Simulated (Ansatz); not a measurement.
Crystal: NaCl.

```
Cl Na
1.0
     0.00000    2.79406    2.79406
     2.79406    0.00000    2.79406
     2.79406    2.79406    0.00000
Cl Na
1 1
Direct
  0.50000 0.50000 0.50000
  0.00000 0.00000 0.00000
```

The cell is a database's computed one.

```yaml
Program: Ansatz 0.2.0
Task: relaxation of cell and atoms
Functional: HSE06
Potentials_or_basis: Ansatz PAW
Cutoff: "420 eV (not typed: the program's choice for these potentials)"
k_mesh: 4 × 4 × 4
Occupations: fermi-dirac, width 0.05 eV
Spin: no spin polarisation
```

At the start: volume 21.81 Å³/atom.

How do energy, volume and symmetry change on relaxing?

It ends after 4 steps and the volume is 22.58 Å³/atom (+3.5 %); space group Fm-3m (No. 225, to 0.05 Å).

The path:
| step | energy change (eV) | largest force (eV/Å) | volume (Å³) |
| --- | --- | --- | --- |
| 1 | 0.0000 | 0.0000 | 43.63 |
| 2 | -0.0041 | 0.0000 | 44.67 |
| 3 | -0.0045 | 0.0000 | 45.16 |
| 4 | -0.0045 | 0.0000 | 45.16 |

Final structure:
```yaml
crystal:
  lattice:
    - [0.00000, 2.82652, 2.82652]
    - [2.82652, 0.00000, 2.82652]
    - [2.82652, 2.82652, 0.00000]
  atoms:
    - { symbol: Cl, position: [0.50000, 0.50000, 0.50000] }
    - { symbol: Na, position: [0.00000, 0.00000, 0.00000] }
```

Caveat: the k mesh is coarse (spacing up to 0.49 Å⁻¹), so the values aren't converged, least of all with exact exchange; the plane-wave basis is chosen anew once the cell has moved, so the energies of steps on either side of that aren't comparable; the PAW data sets come from PBE, with cores solved anew for the run's functional, which leaves a small shift of forces and pressure.
